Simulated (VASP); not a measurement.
A run of VASP 6.6.1 is set up as follows.

INCAR

```
SYSTEM = H10CO5
  PREC = Accurate
  ENCUT = 520
  EDIFF = 1E-6
  ISMEAR = -1
  SIGMA = 0.02
  LREAL = Auto
  LASPH = .True.
  NELM = 60
  ALGO = Normal
  ISIF = 2
  LWAVE = .False.
  LCHARG = .False.
  GGA = PE
  IVDW = 12
  NBANDS = 36
```

Contents of KPOINTS:

```
regular mesh
0
Gamma
  1 1 1
  0 0 0
```

POSCAR

```
H10CO5
1.0
    5.6566530000      0.0000000000      0.0000000000
    0.0000000000      5.6566530000      0.0000000000
    0.0000000000      0.0000000000      5.6566530000
O H C
5 10 1
Direct
    0.3666655883      0.5222522930      0.2465592286
    0.0705010542      0.8832431475      0.2780973130
    0.7933136432      0.9292067235      0.6902668415
    0.3658347083      0.1583975542      0.5851163223
    0.8661835895      0.5201485755      0.9653058089
    0.2609847201      0.4601130739      0.1370068130
    0.3356048179      0.4060528373      0.3881977558
    0.0223100127      0.9074800947      0.1162348124
    0.2017977769      0.7737614452      0.2671898029
    0.8998077131      0.9078336606      0.5551692847
    0.7942152365      0.7645510517      0.7434608416
    0.5180095014      0.0611845910      0.6114393087
    0.2552923080      0.0670714643      0.4810088227
    0.5369429590      0.3964004863      0.8786291116
    0.7064778412      0.2457990617      1.1192484319
    0.6918755667      0.3936603500      0.9937501911
```

Potentials or basis: VASP PAW PBE potentials, release 64 (O, H, C).

Command:

```sh
$ cat potpaw_PBE.64/O/POTCAR potpaw_PBE.64/H/POTCAR potpaw_PBE.64/C/POTCAR > POTCAR
$ mpirun -np 1 vasp_gam > vasp.out
```

**Question.** Predict the dispersion energy per atom.

**Answer.** -0.033 eV.

**Question.** Estimate the largest force.

**Answer.** 3.360 eV/Å.

**Question.** Estimate the pressure.

**Answer.** 0.2 GPa.

Stress tensor (GPa, compression positive):
```
-0.29  0.73  0.02
 0.73  0.49  0.96
 0.02  0.96  0.50
```

Caveat: the standard files for N, O and F lose accuracy on very short bonds.
